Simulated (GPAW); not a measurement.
# AlN (P6_3mc) in GPAW: notebook, part 3 of 3

GPAW 26.7.0. Earlier steps stand in the parts before.

**6. Dielectric tensor, PBE**

Contents of run.py:

```python
import numpy as np
from ase.dft.bandgap import bandgap
from ase.io import read, write
from gpaw import GPAW, PW
from gpaw.response.df import DielectricFunction

atoms = read('AlN.cif')

calc = GPAW(mode=PW(600),
            xc='PBE',
            kpts={'size': (8, 8, 5), 'gamma': True},
            occupations={'name': 'fermi-dirac', 'width': 0.001},
            nbands=18,
            convergence={'density': 1e-06},
            maxiter=150,
            txt='gpaw.txt')
atoms.calc = calc
energy = atoms.get_potential_energy()
calc.write('gs.gpw')
write('result.traj', atoms)
print(f'Energy: {energy:.6f} eV')
print('Fermi level:', round(calc.get_fermi_level(), 4), 'eV')
print(f'Gap: {bandgap(calc)[0]:.4f} eV, direct: {bandgap(calc, direct=True)[0]:.4f} eV')

for size in [(16, 16, 9), (22, 22, 12)]:
    name = 'x'.join(str(n) for n in size)
    dense = calc.fixed_density(kpts={'size': size, 'gamma': True},
                               nbands=46, convergence={'bands': 40},
                               update_fermi_level=True, txt=f'dense-{name}.txt')
    dense.write(f'{name}.gpw', mode='all')
    df = DielectricFunction(f'{name}.gpw', frequencies=np.array([0.0]), hilbert=False, eta=0.001,
                            ecut=80, nbands=40, intraband=False, txt=f'df-{name}.txt')
    for xc in ['RPA', 'LR0.2', 'LR0.3']:
        for direction in ['x', 'y', 'z', [0, 1, 1], [1, 0, 1], [1, 1, 0]]:
            e0, e = df.get_macroscopic_dielectric_constant(xc=xc, direction=direction)
            print(f'{name} {xc} {direction}: {e0:.4f} without, {e:.4f} with local fields')
```

Contents of AlN.cif:

```cif
data_AlN
_cell_length_a 3.11300000
_cell_length_b 3.11300000
_cell_length_c 4.98100000
_cell_angle_alpha 90.00000000
_cell_angle_beta 90.00000000
_cell_angle_gamma 120.00000000
_space_group_name_H-M_alt 'P1'
_space_group_name_Hall 'P 1'
_space_group_IT_number 1
loop_
_space_group_symop_operation_xyz
'x,y,z'
loop_
_atom_site_label
_atom_site_type_symbol
_atom_site_symmetry_multiplicity
_atom_site_Wyckoff_symbol
_atom_site_fract_x
_atom_site_fract_y
_atom_site_fract_z
_atom_site_occupancy
Al1 Al 1 a 0.6666666667 0.3333333333 0.5000000000 1
Al2 Al 1 a 0.3333333333 0.6666666667 0.0000000000 1
N1 N 1 a 0.6666666667 0.3333333333 0.8800000000 1
N2 N 1 a 0.3333333333 0.6666666667 0.3800000000 1
```

Potentials or basis: GPAW PAW data sets (gpaw-data 1.2.1), pw.

The run is started by

```bash
OMP_NUM_THREADS=1 python run.py
```

gpaw.txt:

```text
__  _  _
 | _ |_)|_||  |
 |__||  | ||/\| - 26.7.0

Input parameters:
  mode=PW(ecut=600.0),
  convergence={'density': 1e-06},
  kpts=MonkhorstPack(size=(8, 8, 5), gamma=True),
  maxiter=150,
  nbands=18,
  occupations=Occupations(name='fermi-dirac', width=0.001),
  xc=XC(name='PBE')

Diagonalizing LCAO Hamiltonian
Converting LCAO to pw mode

           N

           Al
        N

        Al

Atoms  # Å, Bohr magnetons
|   | symbol |         x |        y |        z |    initial magnetic moments |
|---|--------|-----------|----------|----------|-----------------------------|
| 0 |     Al |  1.556500 | 0.898646 | 2.490500 | ( 0.0000,  0.0000,  0.0000) |
| 1 |     Al | -0.000000 | 1.797291 | 0.000000 | ( 0.0000,  0.0000,  0.0000) |
| 2 |      N |  1.556500 | 0.898646 | 4.383280 | ( 0.0000,  0.0000,  0.0000) |
| 3 |      N | -0.000000 | 1.797291 | 1.892780 | ( 0.0000,  0.0000,  0.0000) |

Unit cell  # Å
| periodic |         x |        y |        z |  lengths |     angles |
|----------|-----------|----------|----------|----------|------------|
|      yes |  3.113000 | 0.000000 | 0.000000 | 3.113000 |  90.000000 |
|      yes | -1.556500 | 2.695937 | 0.000000 | 3.113000 |  90.000000 |
|      yes |  0.000000 | 0.000000 | 4.981000 | 4.981000 | 120.000000 |

Number of symmetries: 6
Symmetry operations  # r_c * U_cc + t_c -> r_c
|   | kind |            matrix            |
|---|------|------------------------------|
| 0 |  σ   |  1, 1, 0,  0,-1, 0,  0, 0, 1 |
[... 106 lines left out ...]
  Maximum mixing coefficient: 0.75
  Old densities: 10
  SVD Regularization: 0.005
  Good broyden scale: 1.0
  Trust region scale: 1.0
  Backstep threshold: 4.0
  History deletion threshold: 6.0
  Fourier metric: weight=20.0, sigma=0.015

occupation numbers:
  Fermi-Dirac:
    width: 0.0010  # eV

poisson solver:
  ecut: 4800.0  # eV

xc functional:
  name: PBE with 2 nearest neighbor stencil

convergence criteria:
- Maximum integral of absolute [dens]ity change: 1e-06 electrons / valence electron
- Maximum [total energy] change in last 3 cyles: 0.0005 eV / valence electron
- Maximum integral of absolute [eigenst]ate change: 4e-08 eV^2 / valence electron
maximum number of iterations: 150

SCF iterations
|iter     | |      energy | eigst |  dens |
|---------|-|-------------|-------|-------|
|iter:   1| |  -33.297803 | -0.28 |       |
|iter:   2| |  -32.278891 | -2.07 | -0.55 |
|iter:   3| |  -29.333775 | -0.76 | -0.60 |
|iter:   4| |  -29.356800 | -2.90 | -1.24 |
|iter:   5| |  -29.369515 | -3.42 | -1.54 |
|iter:   6| |  -29.369618 | -5.26 | -2.75 |
|iter:   7| |  -29.369640c| -6.39 | -3.14 |
|iter:   8| |  -29.369640c| -7.90c| -4.32 |
|iter:   9| |  -29.369640c| -7.59c| -4.59 |
|iter:  10| |  -29.369640c| -8.26c| -4.95 |
|iter:  11| |  -29.369640c| -9.57c| -5.82 |
|iter:  12| |  -29.369640c|-10.52c| -6.23c|

Converged in 12 steps
Energy contributions relative to reference atoms: (reference = -16170.289538)

Energy contributions:
  Kinetic:          32.379192
  Coulomb:         -27.318300
  Zero:             -0.036094
  External:          0.000000
  Xc:              -34.394438
  Entropy:          -0.000000
  Spinorbit:         0.000000
  ----------------------------
  Free energy:     -29.369640
  Extrapolated:    -29.369640

dipole moment: (-0.000000, -0.000001, -6.829184)  # |e|*Ang

Fermi level: 6.490
Eigenvalues  # (at kpt = [0.000, 0.000, 0.000])
| band index |      eig [eV] | occ [0-2] |
|------------|---------------|-----------|
|          0 |        -9.046 |     2.000 |
|          1 |        -6.900 |     2.000 |
|          2 |         0.156 |     2.000 |
|          3 |         5.313 |     2.000 |
|          4 |         5.313 |     2.000 |
|          5 |         5.964 |     2.000 |
[... 8 lines left out ...]
|         14 |        19.301 |     0.000 |
|         15 |        19.302 |     0.000 |
|        ... |               |           |
|         17 |        20.966 |     0.000 |

Gap: 4.199 eV
Transition (v -> c):
  (s=0, k=0, n=7, [0.00, 0.00, 0.00]) -> (s=0, k=0, n=8, [0.00, 0.00, 0.00])
No difference between direct/indirect transitions
# Writing to gs.gpw (mode='')
```

Wall time 9.7 min (1 thread of Intel Xeon 6975P-C (Granite Rapids), shared host); peak memory 1.4 GiB.

Results:

```
Free energy                             : -29.3696 eV
Band gap on the k mesh                  : 4.20 eV, direct
Electronic dielectric tensor (diagonal) : 4.21, 4.21, 4.39
```

Electronic dielectric tensor:
```
4.21 0.00 0.00
0.00 4.21 0.00
0.00 0.00 4.39
```

Caveat: the long-wavelength limit can be off by a per cent or two.

**7. The runs side by side**

```csv
task,level,potentials or basis,k mesh,cutoff (eV),smearing,band path,band points,response ecut,frequency,extrapolate,mesh quality,gap on the mesh (eV)
band structure,vdW-DF-cx,"GPAW PAW data sets (gpaw-data 1.2.1), pw",7 × 7 × 4,800,fermi-dirac 0.05 eV,"GMKGALHA,LM,KH",60,-,-,-,not flagged,4.29
G0W0 quasiparticle levels,LDA,"the program's PAW data sets (release 1.2.1) made for this functional, pw",5 × 5 × 3,600,fermi-dirac 0.001 eV,-,-,200 eV,ppa,yes,coarse,-
G0W0 quasiparticle levels,LDA,"the program's PAW data sets (release 1.2.1) made for this functional, pw",4 × 4 × 3,600,fermi-dirac 0.001 eV,-,-,150 eV,full,yes,coarse,-
dielectric tensor,PBE,"GPAW PAW data sets (gpaw-data 1.2.1), pw",8 × 8 × 5,600,fermi-dirac 0.001 eV,-,-,80 eV,-,-,not flagged,4.20
```

Alike in all rows: no spin polarisation; cell as given.

Caveats: some runs use coarse meshes; the long-wavelength limit can be off by a per cent or two (some runs); the quasiparticle gap is taken among the few k points that were corrected (some runs); on this mesh the treatment of q = 0 moves the result by about a tenth of an eV (some runs).

Total energies depend on the potentials used, so only differences within one code and one set of settings carry meaning.

**8. How close it comes**

Step 2. Measured gap of AlN: 6.0343 eV (an exciton energy, a little under the gap; 0 K; quoted in “Structural and optical properties of self-assembled AlN nanowires grown on SiO2/Si substrates by molecular beam epitaxy”, 2024, arxiv:2402.00216). This calculation gives 4.29 eV (-1.75 eV). 2 values of this kind are on record (6.034 to 6.0343 eV); this one was drawn at random. The value is that of vdW-DF-cx, without temperature or zero-point motion.

Step 6. The gap isn't set beside the deposited one, since this odd mesh misses points on the zone boundary.
